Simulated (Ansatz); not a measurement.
# LiH (F-43m) at 3 levels of theory

One geometry, relaxed with PBE; plane waves with PAW potentials in Ansatz, scalar-relativistic. No spin polarisation. Gaps are the least over mesh and band path; pressure is positive in compression, and isn't given for hybrids.

```yaml
crystal:
  lattice:
    - [0.00000, 2.14418, 2.14418]
    - [2.14418, 0.00000, 2.14418]
    - [2.14418, 2.14418, 0.00000]
  atoms:
    - { symbol: Li, position: [0.00000, 0.00000, 0.00000] }
    - { symbol: H, position: [0.25000, 0.25000, 0.25000] }
```

```csv
level,cutoff (eV),k mesh,gap (eV),pressure (GPa)
PBE,420,10×10×10,4.20,0.0
```

**Question.** What comes out on the same cell with r2SCAN, HSE06?

**Answer.**
```csv
level,cutoff (eV),k mesh,gap (eV),pressure (GPa)
r2SCAN,500,10×10×10,4.72,0.1
HSE06,420,8×8×8,5.25,-
```

It was reached by relaxing an invented guess, and it needn't be the stable form of this composition.
